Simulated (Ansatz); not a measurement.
Infrared modes and screening in CaSe (NiAs type)

Perturbation theory with PBEsol in the PAW code Ansatz on the PBEsol cell, ground state and force constants on a 6×6×4 mesh. Spin-unpolarised throughout. Whether this structure exists isn't addressed.

Space group P6_3/mmc (No. 194), hexagonal; conventional cell a = 4.083 Å, c = 7.104 Å, 25.64 Å³ an atom. Around Ca lie 6 Se at 2.95 Å; around Se lie 6 Ca at 2.95 Å.

Space group P6_3/mmc (No. 194). a = 4.083 Å, b = 4.083 Å, c = 7.104 Å, α = 90.00°, β = 90.00°, γ = 120.00°
```
atom  site  symmetry       x       y       z
  Ca    2a      -3m.  0.0000  0.0000  0.0000
  Se    2c      -6m2  0.3333  0.6667  0.2500
```

Optical modes without the longitudinal term:
```csv
ω (cm⁻¹),degeneracy,"IR intensity, summed over the level ((D/Å)²/amu)"
112,2,0.00
129,2,0.00
157,1,0.00
171,2,18.43
183,1,10.54
285,1,0.00
```

The zone-centre optical frequencies run from 112 to 285 cm⁻¹, none imaginary (the rest of the zone wasn't tested). The long-range field leaves the highest mode where it is. The program warns that the force constants, and all that is formed from them, aren't settled on this k mesh. Of the real levels 2 are infrared active, the strongest at 171 cm⁻¹.

The clamped-ion dielectric constant comes out as 5.75 along x and y, 5.81 along z. With the ions relaxed, ε⁰ is 12.3 along x and y, 12.4 along z. Born charges, averaged over directions: Ca +2.36, Se -2.36 e.

For comparison, on the r2SCAN cell the mean ε∞ is 5.04 with r2SCAN (ground state on 6×6×4; least gap 2.68 eV in its run on 12×12×4 and the special points), 5.60 with PBE (ground state on 6×6×4; least gap 2.20 eV in its run on 12×12×4 and the special points).

The runs are scalar-relativistic, without spin-orbit coupling.
